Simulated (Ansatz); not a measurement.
# One geometry of TiAl3, one setting changed: functional

Method: plane-wave DFT with PAW (Ansatz). The atoms stay where they are, in a cell that isn't relaxed at these levels; pressure is positive in compression.

```xyz
4
Lattice="2.8397 0.0000 0.0000 0.0000 4.6813 0.0000 0.0000 0.0000 4.9007" Properties=species:S:1:pos:R:3 pbc="T T T"
Ti    0.0000    2.3406    0.8131
Al    1.4198    2.3406    3.2701
Al    1.4198    0.0000    1.6217
Al    0.0000    0.0000    4.0965
```

| Quantity | Value |
| --- | --- |
| occupation rule | Gaussian smearing, 0.1 eV |
| spin treatment | unpolarised |

```csv
functional,mesh,cutoff (eV),gap on mesh (eV),P (GPa),largest force (eV/Å)
r2SCAN,14×10×10,500,metal,-2.2,0.040
LDA,14×10×10,420,metal,-5.1,0.088
HSE06,8×6×4,420,metal,-1.5,0.116
```

What do the runs give for PBE, PBEsol?

They give:

```tsv
functional	mesh	cutoff (eV)	gap on mesh (eV)	P (GPa)	largest force (eV/Å)
PBE	14×10×10	420	metal	0.0	0.045
PBEsol	14×10×10	420	metal	-2.4	0.048
```

This form isn't the usual stable structure of the compound.